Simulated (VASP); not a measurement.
# BaTiO3 (R3m) in VASP: a series of runs

The runs below take BaTiO3 through band structure, with PBEsol, r2SCAN.

Everything below comes from runs of VASP 6.6.1. Logs are shortened: lines on timing, memory, paths and dates and some standing lists are left out, and cuts for length are marked.

## (1) The crystal as given

The structure is trigonal, space group R3m (No. 160). The conventional cell has a = 5.656 Å, b = 5.656 Å, c = 6.952 Å, α = 90.00°, β = 90.00°, γ = 120.00°. Ba (site symmetry 3m) is surrounded by 12 O at 2.77 to 2.90 Å. Around Ti (site symmetry 3m) lie 6 O at 1.88 to 2.13 Å. O (site symmetry m) is surrounded by 2 Ti at 1.88 to 2.13 Å.

The cell is a database's computed one.

## (2) Band structure, PBEsol

File INCAR:

```
  PREC = Accurate
  ENCUT = 520
  EDIFF = 1E-6
  ISMEAR = 0
  SIGMA = 0.02
  LREAL = F
  LASPH = T
  NELM = 60
  ALGO = Normal
  ISIF = 2
  LWAVE = F
  LCHARG = F
  LMAXMIX = 4
  GGA = PS
```

File KPOINTS:

```
regular mesh
0
Gamma
  6 6 6
```

File POSCAR:

```
BaTiO3
1.0
    2.8279900000      1.6327400000      2.3174400000
   -2.8279900000      1.6327400000      2.3174400000
    0.0000000000     -3.2654800000      2.3174400000
Ba Ti O
1 1 3
Direct
    0.0002100000      0.0002100000      0.0002100000
    0.5121600000      0.5121600000      0.5121600000
    0.4886600000      0.9814000000      0.4886600000
    0.4886600000      0.4886600000      0.9814000000
    0.9814000000      0.4886600000      0.4886600000
```

File KPOINTS_OPT:

```
path GLB1,BZGX,QFP1Z,LP
10
line-mode
reciprocal
 0.0000000000  0.0000000000  0.0000000000  G
 0.5000000000  0.0000000000  0.0000000000  L

 0.5000000000  0.0000000000  0.0000000000  L
 0.5000000000  0.4975887952 -0.4975887952  B1

 0.5024112048  0.5000000000  0.4975887952  B
 0.5000000000  0.5000000000  0.5000000000  Z

 0.5000000000  0.5000000000  0.5000000000  Z
 0.0000000000  0.0000000000  0.0000000000  G

 0.0000000000  0.0000000000  0.0000000000  G
 0.4987943976  0.0000000000 -0.4987943976  X

 0.5012056024  0.4987943976  0.0000000000  Q
 0.5000000000  0.5000000000  0.0000000000  F

 0.5000000000  0.5000000000  0.0000000000  F
 0.5012056024  0.5012056024  0.4975887952  P1

 0.5012056024  0.5012056024  0.4975887952  P1
 0.5000000000  0.5000000000  0.5000000000  Z

 0.5000000000  0.0000000000  0.0000000000  L
 0.5024112048  0.4987943976  0.4987943976  P
```

Potentials or basis: VASP PAW PBE potentials, release 64 (Ba_sv, Ti_sv, O).

Launch:

```sh
cat potpaw_PBE.64/Ba_sv/POTCAR potpaw_PBE.64/Ti_sv/POTCAR potpaw_PBE.64/O/POTCAR > POTCAR
mpirun -np 1 vasp_std > vasp.out
```

OUTCAR:

```text
PREC = Accurate
   ENCUT = 520
   EDIFF = 1E-6
   ISMEAR = 0
   LREAL = F
   LASPH = T
   NELM = 60
   ISIF = 2
   GGA = PS

 ion  position               nearest neighbor table
   1  0.000  0.000  0.000-   4 2.77   3 2.77   5 2.77   5 2.83   3 2.83   3 2.83   5 2.83   4 2.83
                             4 2.83   4 2.90   3 2.90   5 2.90   2 3.39   2 3.44   2 3.44   2 3.44
   2  0.512  0.512  0.512-   4 1.88   3 1.88   5 1.88   4 2.13   3 2.13   5 2.13   1 3.39   1 3.44
                             1 3.44   1 3.44   1 3.49   1 3.49   1 3.49   1 3.56
   3  0.489  0.981  0.489-   2 1.88   2 2.13   1 2.77   1 2.83   1 2.83   1 2.90
   4  0.489  0.489  0.981-   2 1.88   2 2.13   1 2.77   1 2.83   1 2.83   1 2.90
   5  0.981  0.489  0.489-   2 1.88   2 2.13   1 2.77   1 2.83   1 2.83   1 2.90

  LATTYP: Found a trigonal (rhomboedric) cell.
 ALAT       =     4.0042346961
 COS(alpha) =     0.0024224070

  Lattice vectors:

 A1 = (   2.8279900000,   1.6327400000,   2.3174400000)
 A2 = (  -2.8279900000,   1.6327400000,   2.3174400000)
 A3 = (   0.0000000000,  -3.2654800000,   2.3174400000)

Analysis of symmetry for initial positions (statically):
=====================================================================
 Subroutine PRICEL returns:
 Original cell was already a primitive cell.

 Routine SETGRP: Setting up the symmetry group for a
 trigonal (rhombohedral) supercell.

 Subroutine GETGRP returns: Found  6 space group operations
 (whereof  6 operations were pure point group operations)
 out of a pool of 12 trial point group operations.

The static configuration has the point symmetry C_3v.

Analysis of symmetry for dynamics (positions and initial velocities):
=====================================================================
 Subroutine PRICEL returns:
 Original cell was already a primitive cell.

 Routine SETGRP: Setting up the symmetry group for a
 trigonal (rhombohedral) supercell.

 Subroutine GETGRP returns: Found  6 space group operations
 (whereof  6 operations were pure point group operations)
 out of a pool of 12 trial point group operations.

The dynamic configuration has the point symmetry C_3v.

 Subroutine INISYM returns: Found  6 space group operations
 (whereof  6 operations are pure point group operations),
 and found     1 'primitive' translations

----------------------------------------------------------------------------------------

                                     Primitive cell

  volume of cell :      64.2029

  direct lattice vectors                    reciprocal lattice vectors
     2.827990000  1.632740000  2.317440000     0.176804020  0.102077898  0.143836877
    -2.827990000  1.632740000  2.317440000    -0.176804020  0.102077898  0.143836877
     0.000000000 -3.265480000  2.317440000     0.000000000 -0.204155795  0.143836877

  length of vectors
     4.004234696  4.004234696  4.004233732     0.249737074  0.249737074  0.249737134

  position of ions in fractional coordinates (direct lattice)
     0.000210000  0.000210000  0.000210000
     0.512160000  0.512160000  0.512160000
     0.488660000  0.981400000  0.488660000
     0.488660000  0.488660000  0.981400000
     0.981400000  0.488660000  0.488660000

  ion indices of the primitive-cell ions
   primitive index   ion index
                 1           1
                 2           2
                 3           3
                 4           4
                 5           5

----------------------------------------------------------------------------------------

 KPOINTS: regular mesh

Automatic generation of k-mesh.
 Grid dimensions read from file:
 generate k-points for:    6    6    6

 Generating k-lattice:

  Cartesian coordinates                     Fractional coordinates (reciprocal lattice)
     0.029467337  0.017012983  0.023972813     0.166666667 -0.000000000 -0.000000000
    -0.029467337  0.017012983  0.023972813    -0.000000000  0.166666667 -0.000000000
     0.000000000 -0.034025966  0.023972813    -0.000000000 -0.000000000  0.166666667

  Length of vectors
     0.041622846  0.041622846  0.041622856

  Shift w.r.t. Gamma in fractional coordinates (k-lattice)
     0.000000000  0.000000000  0.000000000

 Subroutine IBZKPT returns following result:
 ===========================================

 Found     32 irreducible k-points:

 Following reciprocal coordinates:
            Coordinates               Weight
  0.000000  0.000000  0.000000      1.000000
  0.166667  0.000000  0.000000      6.000000
  0.333333  0.000000 -0.000000      6.000000
  0.500000  0.000000 -0.000000      3.000000
  0.166667  0.166667  0.000000      6.000000
  0.333333  0.166667 -0.000000     12.000000
[... 16 lines left out ...]
  0.500000  0.500000  0.166667      6.000000
 -0.333333  0.500000  0.166667     12.000000
 [... further k-points ...]
   k-points           NKPTS =     32   k-points in BZ     NKDIM =     32   number of bands    NBANDS=     24
   number of dos      NEDOS =    301   number of ions     NIONS =      5
   total plane-waves  NPLWV =  27000
   dimension x,y,z NGX =    30 NGY =   30 NGZ =   30
   dimension x,y,z NGXF=    60 NGYF=   60 NGZF=   60
   ions per type =               1   1   3
   NGX,Y,Z   is equivalent  to a cutoff of  12.46, 12.46, 12.46 a.u.
   NGXF,Y,Z  is equivalent  to a cutoff of  24.91, 24.91, 24.91 a.u.
 SYSTEM =  unknown system
   PREC   = accura    normal or accurate (medium, high low for compatibility)
   ISTART =      0    job   : 0-new  1-cont  2-samecut
   ICHARG =      2    charge: 1-file 2-atom 10-const
   ISPIN  =      1    spin polarized calculation?
   LNONCOLLINEAR =      F non collinear calculations
   LSORBIT =      F    spin-orbit coupling
   LASPH  =      T    aspherical Exc in radial PAW
   ENCUT  =  520.0 eV  38.22 Ry    6.18 a.u.   7.45  7.45  7.45*2*pi/ulx,y,z
   NELM   =     60;   NELMIN=  2; NELMDL= -5     # of ELM steps
   EDIFF  = 0.1E-05   stopping-criterion for ELM
   LREAL  =      F    real-space projection
   EDIFFG = 0.1E-04   stopping-criterion for IOM
   NSW    =      0    number of steps for IOM
   IBRION =     -1    ionic relax: 0-MD 1-quasi-New 2-CG
   NFREE  =      0    steps in history (QN), initial steepest desc. (CG)
   ISIF   =      2    stress and relaxation
   ISYM   =      2    0-nonsym 1-usesym 2-fastsym
   POTIM  = 0.5000    time-step for ionic-motion
   TEBEG  =    0.0;   TEEND  =   0.0 temperature during run
   PSTRESS=    0.0 pullay stress
   NELECT =      40.0000    total number of electrons
   NUPDOWN=      -1.0000    fix difference up-down
   EMIN   =  10.00;   EMAX   =-10.00  energy-range for DOS
   EFERMI =   0.00;   METHOD = LEGACY
   ISMEAR =     0;   SIGMA  =   0.02  broadening in eV -4-tet -1-fermi 0-gaus
   EFERMI_NEDOS =   21; number of points for ismear=-14 and -15
   IALGO  =     38    algorithm
   IMIX   =      4    mixing-type and parameters
     AMIX     =   0.40;   BMIX     =  1.00
     AMIX_MAG =   1.60;   BMIX_MAG =  1.00
  volume/ion in A,a.u.               =      12.84        86.65
  Fermi-wavevector in a.u.,A,eV,Ry     =   1.398224  2.642259 26.599786  1.955029
  Thomas-Fermi vector in A             =   2.521403
   LORBIT       =      0    0 simple, 1 ext, 2 COOP (PROOUT), +10 PAW based schemes
   GGA     = PS    functional components
   LHFCALC =     F    Hartree Fock is set to
   AEXX    =    0.0000 exact exchange contribution
   IVDW    =     0    specifies the selected vdW correction
   LEPSILON=     F    determine dielectric tensor
   LRPA    =     F    only Hartree local field effects (RPA)
 non-spin polarized calculation
 Gauss-broadening in eV      SIGMA  =   0.02
  energy-cutoff  :      520.00
  volume of cell :       64.20
 maximum number of plane-waves:      1750
 NGX is ok and might be reduce to    30
   NGX = 15   NGY = 15   NGZ = 15

 number of electron      39.9999999 magnetization

 Free energy of the ion-electron system (eV)
  ---------------------------------------------------
  ext. energy  EPLUGINS =         0.00000000
  ---------------------------------------------------
  free energy    TOTEN  =       -42.00869642 eV

  energy without entropy =      -42.00869642  energy(sigma->0) =      -42.00869642

 E-fermi :   3.7686     XC(G=0): -11.4954

 val. band max:        3.6304141291   @ k =   0.5000   0.5000   0.5000
 cond. band min:       5.9040315097   @ k =   0.0000   0.0000   0.0000
 fundamental gap:      2.2736173806
 Fermi energy:         3.7686219273

 k-point     1 :       0.0000    0.0000    0.0000
  band No.  band energies     occupation
      1     -52.4409      2.00000
      2     -28.8051      2.00000
      3     -28.8051      2.00000
      4     -28.8008      2.00000
      5     -21.1180      2.00000
      6     -13.1261      2.00000
[... 16 lines left out ...]
     23       6.0459      0.00000
     24       8.0774      0.00000

 k-point     2 :       0.1667    0.0000    0.0000
  band No.  band energies     occupation
      1     -52.4406      2.00000
      2     -28.8177      2.00000
      3     -28.8046      2.00000
      4     -28.8014      2.00000
      5     -21.0881      2.00000
      6     -13.1492      2.00000
[... 16 lines left out ...]
     23       6.3261      0.00000
     24       8.0744      0.00000

 k-point     3 :       0.3333    0.0000   -0.0000
  band No.  band energies     occupation
      1     -52.4401      2.00000
      2     -28.8447      2.00000
      3     -28.8035      2.00000
      4     -28.8005      2.00000
      5     -21.0271      2.00000
      6     -13.2778      2.00000
[... 16 lines left out ...]
     23       7.0925      0.00000
     24       8.0627      0.00000

 k-point     4 :       0.5000    0.0000   -0.0000
  band No.  band energies     occupation
      1     -52.4399      2.00000
      2     -28.8582      2.00000
      3     -28.8030      2.00000
      4     -28.8000      2.00000
      5     -20.9960      2.00000
      6     -13.3637      2.00000
[... 16 lines left out ...]
     23       7.4663      0.00000
     24       8.0442      0.00000

 k-point     5 :       0.1667    0.1667    0.0000
  band No.  band energies     occupation
      1     -52.4404      2.00000
      2     -28.8178      2.00000
      3     -28.8160      2.00000
      4     -28.8022      2.00000
      5     -21.0611      2.00000
      6     -13.1275      2.00000
[... 16 lines left out ...]
     23       6.5302      0.00000
     24       8.3728      0.00000

 k-point     6 :       0.3333    0.1667   -0.0000
  band No.  band energies     occupation
      1     -52.4398      2.00000
      2     -28.8439      2.00000
      3     -28.8156      2.00000
      4     -28.8013      2.00000
      5     -21.0055      2.00000
      6     -13.1777      2.00000
[... 16 lines left out ...]
     23       7.1204      0.00000
     24       8.4403      0.00000
[... 379 lines left out ...]
 k-point    21 :      -0.3333    0.3333    0.1667
  band No.  band energies     occupation
      1     -52.4391      2.00000
      2     -28.8435      2.00000
      3     -28.8395      2.00000
      4     -28.8135      2.00000
      5     -20.9421      2.00000
      6     -12.8874      2.00000
[... 16 lines left out ...]
     23       7.4527      0.00000
     24       9.3922      0.00000

 k-point    22 :      -0.1667    0.3333    0.1667
  band No.  band energies     occupation
      1     -52.4396      2.00000
      2     -28.8432      2.00000
      3     -28.8168      2.00000
      4     -28.8127      2.00000
      5     -20.9844      2.00000
      6     -13.0740      2.00000
[... 16 lines left out ...]
     23       7.1974      0.00000
     24       9.0490      0.00000

 k-point    23 :       0.5000    0.5000    0.1667
  band No.  band energies     occupation
      1     -52.4385      2.00000
      2     -28.8552      2.00000
      3     -28.8523      2.00000
      4     -28.8124      2.00000
      5     -20.9018      2.00000
      6     -12.6369      2.00000
[... 16 lines left out ...]
     23       7.8483      0.00000
     24       9.3772      0.00000

 k-point    24 :      -0.3333    0.5000    0.1667
  band No.  band energies     occupation
      1     -52.4388      2.00000
      2     -28.8548      2.00000
      3     -28.8406      2.00000
      4     -28.8129      2.00000
      5     -20.9208      2.00000
      6     -12.8198      2.00000
[... 16 lines left out ...]
     23       7.6903      0.00000
     24       9.4092      0.00000

 [... further k-points ...]
[... 5 lines left out ...]
  --------------------------------------------------------------------------------------
  -------------------------------------------------------------------------------------
  Total        0.0661534      0.0661533      0.0749169     -0.0000000      0.0000000      0.0000000
  in kB        1.6508511      1.6508496      1.8695444     -0.0000000      0.0000000      0.0000000
  external PRESSURE =       1.7237484 kB  Pullay stress =       0.0000000 kB

 VOLUME and BASIS-vectors are now :
 -----------------------------------------------------------------------------
  energy-cutoff  :      520.00
  volume of cell :       64.20
      direct lattice vectors                 reciprocal lattice vectors
     2.827990000  1.632740000  2.317440000     0.176804020  0.102077898  0.143836877
    -2.827990000  1.632740000  2.317440000    -0.176804020  0.102077898  0.143836877
     0.000000000 -3.265480000  2.317440000     0.000000000 -0.204155795  0.143836877

 POSITION                                       TOTAL-FORCE (eV/Angst)
 -----------------------------------------------------------------------------------
      0.00000      0.00000      0.00146         0.000000      0.000000     -0.004988
      0.00000      0.00000      3.56070         0.000000      0.000000     -0.001800
     -1.39346      0.80452      4.53922        -0.002764      0.001596      0.002263
      0.00000     -1.60903      4.53922         0.000000     -0.003191      0.002263
      1.39346      0.80452      4.53922         0.002764      0.001596      0.002263
 -----------------------------------------------------------------------------------
    total drift:                               -0.000000     -0.000017     -0.000903

  FREE ENERGIE OF THE ION-ELECTRON SYSTEM (eV)
  ---------------------------------------------------
  free  energy   TOTEN  =       -42.0086964239 eV

  energy  without entropy=      -42.0086964239  energy(sigma->0) =      -42.00869642
```

It took 53 s on 1 thread of Intel Xeon 6975P-C (Granite Rapids), shared host; peak memory 0.23 GiB.

What came out:

* Free energy: -42.0087 eV
* Pressure: 0.2 GPa
* Largest force: 0.005 eV/Å
* Band gap on the k mesh: 2.27 eV, indirect (least direct gap 2.65 eV)
* Band gap along the path: 2.28 eV, indirect (least direct gap 2.64 eV)

Forces on the atoms (eV/Å):
```
Ba   0.000  0.000 -0.005
Ti   0.000  0.000 -0.002
O   -0.003  0.002  0.002
O    0.000 -0.003  0.002
O    0.003  0.002  0.002
```

Levels at the corners of the path, in eV from the valence-band top:
```tsv
point	band 16	band 17	band 18	band 19	band 20	band 21	band 22	band 23	band 24
Γ	-1.31	-1.09	-0.51	-0.38	-0.38	2.28	2.28	2.42	4.45
L	-2.10	-1.76	-1.67	-0.95	-0.83	2.45	3.74	3.84	4.42
L	-2.10	-1.76	-1.67	-0.95	-0.83	2.45	3.74	3.84	4.42
B1	-2.40	-2.36	-0.02	-0.02	0.00	4.31	4.44	4.44	6.54
B	-2.40	-2.36	-0.02	-0.02	0.00	4.31	4.44	4.44	6.54
Z	-2.40	-2.36	-0.02	-0.02	0.00	4.31	4.44	4.44	6.54
Z	-2.40	-2.36	-0.02	-0.02	0.00	4.31	4.44	4.44	6.54
Γ	-1.31	-1.09	-0.51	-0.38	-0.38	2.28	2.28	2.42	4.45
Γ	-1.31	-1.09	-0.51	-0.38	-0.38	2.28	2.28	2.42	4.45
X	-2.75	-1.65	-0.90	-0.85	-0.09	3.81	3.82	4.15	5.03
Q	-2.75	-1.65	-0.90	-0.85	-0.09	3.81	3.82	4.15	5.03
F	-2.75	-1.65	-0.90	-0.85	-0.09	3.81	3.82	4.15	5.03
F	-2.75	-1.65	-0.90	-0.85	-0.09	3.81	3.82	4.15	5.03
P1	-2.40	-2.36	-0.02	-0.02	0.00	4.31	4.44	4.44	6.54
P1	-2.40	-2.36	-0.02	-0.02	0.00	4.31	4.44	4.44	6.54
Z	-2.40	-2.36	-0.02	-0.02	0.00	4.31	4.44	4.44	6.54
L	-2.10	-1.76	-1.67	-0.95	-0.83	2.45	3.74	3.84	4.42
P	-2.40	-2.36	-0.02	-0.02	0.00	4.31	4.44	4.44	6.54
```

Caveat: the PAW data sets were made with another functional, which shifts forces and pressure a little; spin-orbit coupling is left out, which moves the levels of the heavy elements.

## (3) Band structure, r2SCAN

INCAR, as its differences from that of step 2:

```diff
@@ -13,2 +13,3 @@
   LMAXMIX = 4
-  GGA = PS
+  METAGGA = R2SCAN
+  LMIXTAU = T
```

KPOINTS is that of step 2.

POSCAR is that of step 2.

KPOINTS_OPT is that of step 2.

Potentials or basis: VASP PAW PBE potentials, release 64 (Ba_sv, Ti_sv, O).

Launch:

```sh
cat potpaw_PBE.64/Ba_sv/POTCAR potpaw_PBE.64/Ti_sv/POTCAR potpaw_PBE.64/O/POTCAR > POTCAR
mpirun -np 1 vasp_std > vasp.out
```

Wall time 3.3 min (1 thread of Intel Xeon 6975P-C (Granite Rapids), shared host); peak memory 0.21 GiB.

Results (log left out):

```
Free energy             : -74.2567 eV
Pressure                : 3.4 GPa
Largest force           : 0.111 eV/Å
Band gap on the k mesh  : 2.71 eV, indirect (least direct gap 3.10 eV)
Band gap along the path : 2.71 eV, indirect (least direct gap 3.07 eV)
```

Forces on the atoms (eV/Å):
```
Ba   0.000  0.000 -0.033
Ti   0.000  0.000 -0.111
O   -0.016  0.009  0.048
O    0.000 -0.018  0.048
O    0.016  0.009  0.048
```

Levels at the corners of the path, in eV from the valence-band top:
| point | band 17 | band 18 | band 19 | band 20 | band 21 | band 22 | band 23 | band 24 |
| --- | --- | --- | --- | --- | --- | --- | --- | --- |
| Γ | -1.10 | -0.49 | -0.39 | -0.39 | 2.71 | 2.71 | 2.84 | 4.73 |
| L | -1.72 | -1.63 | -0.96 | -0.86 | 2.88 | 4.12 | 4.22 | 4.70 |
| L | -1.72 | -1.63 | -0.96 | -0.86 | 2.88 | 4.12 | 4.22 | 4.70 |
| B1 | -2.36 | -0.02 | -0.02 | 0.00 | 4.69 | 4.84 | 4.84 | 7.27 |
| B | -2.36 | -0.02 | -0.02 | 0.00 | 4.69 | 4.84 | 4.84 | 7.27 |
| Z | -2.36 | -0.02 | -0.02 | 0.00 | 4.69 | 4.84 | 4.84 | 7.27 |
| Z | -2.36 | -0.02 | -0.02 | 0.00 | 4.69 | 4.84 | 4.84 | 7.27 |
| Γ | -1.10 | -0.49 | -0.39 | -0.39 | 2.71 | 2.71 | 2.84 | 4.73 |
| Γ | -1.10 | -0.49 | -0.39 | -0.39 | 2.71 | 2.71 | 2.84 | 4.73 |
| X | -1.68 | -0.90 | -0.86 | -0.09 | 4.20 | 4.20 | 4.57 | 5.38 |
| Q | -1.68 | -0.90 | -0.86 | -0.09 | 4.20 | 4.20 | 4.57 | 5.38 |
| F | -1.68 | -0.90 | -0.86 | -0.09 | 4.20 | 4.20 | 4.57 | 5.38 |
| F | -1.68 | -0.90 | -0.86 | -0.09 | 4.20 | 4.20 | 4.57 | 5.38 |
| P1 | -2.36 | -0.02 | -0.02 | 0.00 | 4.69 | 4.84 | 4.84 | 7.27 |
| P1 | -2.36 | -0.02 | -0.02 | 0.00 | 4.69 | 4.84 | 4.84 | 7.27 |
| Z | -2.36 | -0.02 | -0.02 | 0.00 | 4.69 | 4.84 | 4.84 | 7.27 |
| L | -1.72 | -1.63 | -0.96 | -0.86 | 2.88 | 4.12 | 4.22 | 4.70 |
| P | -2.36 | -0.02 | -0.02 | 0.00 | 4.69 | 4.84 | 4.84 | 7.27 |

Caveat: the PAW data sets were made with another functional, which shifts forces and pressure a little; spin-orbit coupling is left out, which moves the levels of the heavy elements. r2SCAN opens gaps a little over a GGA but as a rule still falls short of measured ones.
